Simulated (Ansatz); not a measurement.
**SiO2: further runs on the relaxed cell**

The task here is to estimate one member of a computed series from the others.

Computed with Ansatz 0.2.0 (DFT PBE, scalar-relativistic, plane waves, PAW, unless a step's input says otherwise).

## The starting structure

Symmetry: I-42d, No. 122, tetragonal system. Conventional cell: a = 5.027 Å, b = 5.027 Å, c = 7.379 Å, α = 90.00°, β = 90.00°, γ = 90.00°. Around Si (site symmetry -4) lie 4 O at 1.63 Å. O (site symmetry 2) has 2 Si at 1.63 Å as nearest neighbours.

As a file:

```xyz
6
Lattice="-2.5134 2.5134 3.6894 2.5134 -2.5134 3.6894 2.5134 2.5134 -3.6894" Properties=species:S:1:pos:R:3 pbc="T T T"
Si    0.0000    0.0000    0.0000
Si    0.0000    2.5134    1.8447
O     1.2567    2.9759    2.7670
O     0.4625    1.2567    0.9223
O    -1.2567    2.0509    2.7670
O    -0.4625    3.7701    0.9223
```

It is the result of an earlier relaxation at this level (volume 15.54 Å³/atom; gap on the mesh: 5.73 eV).

The first run:

File input.yaml:

```yaml
crystal:
  lattice:
    - [-2.4879802422, 2.4879802422, 3.6521210918]
    - [2.4879802422, -2.4879802422, 3.6521210918]
    - [2.4879802422, 2.4879802422, -3.6521210918]
  atoms:
    - { symbol: Si, position: [0.0, 0.0, 0.0] }
    - { symbol: Si, position: [0.75, 0.25, 0.5] }
    - { symbol: O, position: [0.96701124, 0.625, 0.84201124] }
    - { symbol: O, position: [0.375, 0.21701124, 0.34201124] }
    - { symbol: O, position: [0.78298876, 0.125, 0.15798876] }
    - { symbol: O, position: [0.875, 0.03298876, 0.65798876] }
basis:
  ecutwfc: 420
kpoints:
  mp_grid: { grid: [6, 6, 6] }
hamiltonian:
  xc: pbe
scf:
  occupations: { method: gaussian, width: 0.02 }
output:
  forces: true
  stress: true
  eigenvalues: true
relax:
  adjacent_minimum: "off"
  f_tol: 0.01
  max_steps: 30
  cell: { stress_tol: 0.1, fix: [volume] }
```

Among the steps run: The cell scaled to 0.97 of its volume; The cell scaled to 1.03 of its volume; Volume × 0.94; Volume × 1.06; Point at V/V0 = 0.91; Volume × 1.10; Point at V/V0 = 0.88.

One of the session's tables, all rows but one given; the rest of the session is left out.

It belongs to the step «Equation of state». 

```
volume (Å³/atom)  energy above the lowest point (meV/atom)  pressure (GPa)  gap on the mesh (eV)
          13.673                                      19.5            3.60                  6.16
          14.139                                      10.6            2.58                  6.05
          14.605                                         ?               ?                     ?
          15.071                                       1.2            0.83                  5.84
          15.537                                       0.0            0.01                  5.73
          16.003                                       0.9           -0.68                  5.63
          16.470                                       3.8           -1.30                  5.53
          17.091                                      10.4           -2.14                  5.40
```

**Question.** Estimate the row for volume (Å³/atom) = 14.605.

Worked estimate for «energy above the lowest point (meV/atom)». A straight line through the neighbours (14.139, 10.6) and (15.071, 1.2) gives 10.6 + (1.2 − 10.6) × (14.605 − 14.139) / (15.071 − 14.139) = 5.9; a parabola fitted to 4 rows on both sides gives 4.6.

**Answer.** energy above the lowest point (meV/atom): 4.6; pressure (GPa): 1.65; gap on the mesh (eV): 5.94. In «energy above the lowest point (meV/atom)» the line misses by +1.3 and the parabola by 0.0.
